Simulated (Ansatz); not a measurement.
# Ge under changes of volume

One of the cells (22.639 Å³/atom); the others are scaled copies at fixed shape and fractional positions:

```
CELL_PARAMETERS angstrom
0.00000 2.82891 2.82891
2.82891 0.00000 2.82891
2.82891 2.82891 0.00000
ATOMIC_POSITIONS crystal
Ge 0.75000 0.75000 0.75000
Ge 0.50000 0.50000 0.50000
```

| Item | Value |
| --- | --- |
| Program | Ansatz 0.2.0 |
| Functional | LDA |
| Potentials or basis | JTH PAW LDA |
| Cutoff | 1080 eV |
| Density cutoff | 5400 eV |
| k mesh | 8 × 8 × 8 |
| Occupations | fermi-dirac, width 0.05 eV |
| Spin | no spin polarisation |

| volume (Å³/atom) | energy over the lowest point (meV/atom) | pressure (GPa) |
| --- | --- | --- |
| 21.281 | 10.80 | 3.7 |
| 21.733 | 3.08 | 1.9 |
| 22.186 | 0.00 | 0.4 |
| 22.639 | 0.96 | -1.0 |
| 23.092 | 5.66 | -2.3 |
| 23.545 | ? | ? |
| 23.997 | 24.78 | -4.4 |

Question: What does the run at 23.545 Å³/atom give?

Answer: Energy over the lowest point 13.72 meV/atom; pressure -3.4 GPa.

Worked out: A Birch-Murnaghan fit of order 3 (a polynomial in V^(-2/3)) to the other rows has its minimum at 22.30 Å³/atom with B0 = V·E''(V) = 70 GPa and B' = 4.1. It gives 13.73 meV/atom at 23.545 Å³/atom, against the run's 13.72, and -dE/dV = -3.4 GPa, against -3.4.

Energies are extrapolated to zero smearing.
